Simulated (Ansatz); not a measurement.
**SnO₂ under pressure: fit and missing row**

SnO₂, P4_2/mnm, a = 4.827 Å, c = 3.238 Å. Ansatz: PBE, PAW, 420 eV, Γ-centred 6×6×8 mesh on 6 atoms, Gaussian smearing 0.02 eV; no spin polarisation. Cell and atoms are relaxed at each pressure, and no other structure is tried, so the rows at high pressure may lie past a change of phase.

| V (Å³/atom) | P (GPa) |
| --- | --- |
| ? | 90.00 |
| 10.448 | 50.01 |
| 11.254 | 25.00 |
| 11.834 | 12.05 |
| 12.299 | 3.99 |
| 12.504 | 1.01 |
| 12.576 | 0.02 |
| 12.653 | -1.00 |

Q: Take V0 = 12.576 Å³/atom, count pressures from its P0 = 0.02 GPa, fit the third-order Birch–Murnaghan form to the other rows, and predict the missing volume.

A: With the Eulerian strain f = ½[(V0/V)^(2/3) − 1] and y = (P − P0)/[3f(1 + 2f)^(5/2)], the form is the line y = B0 + 1.5 B0 (B0′ − 4) f. Rows (f, y): 0.06577, 186.0; 0.03843, 180.1; 0.02069, 175.1; 0.00748, 170.5; 0.00192, 170.2; -0.00203, 169.2. Means f = 0.02204, y = 175.18; Σ(Δf)² = 0.003379, ΣΔfΔy = 0.8662; the slope is their ratio. y = 169.5 + 256.3 f GPa, so B0 = 169.5 GPa and B0′ = 4 + 2 × (256.3)/(3 × 169.5) = 5.01. P = 90.00 GPa is met at f = 0.09834 (y = 194.70), so V = V0 (1 + 2f)^(−3/2) = 9.607 Å³/atom. The run gave 9.575 Å³/atom, so the fit is 0.032 Å³/atom too high, 1 % of the span of the series, against an rms of 0.002 Å³/atom on the fitted rows. The row lies outside the fitted range. A fourth-order term fitted to the same rows gives P = 90.98 GPa at this row's volume (the line 91.88, the run 90.00), which recovers part of the miss.

The mesh isn't the same in all rows (6×6×8, 6×6×10).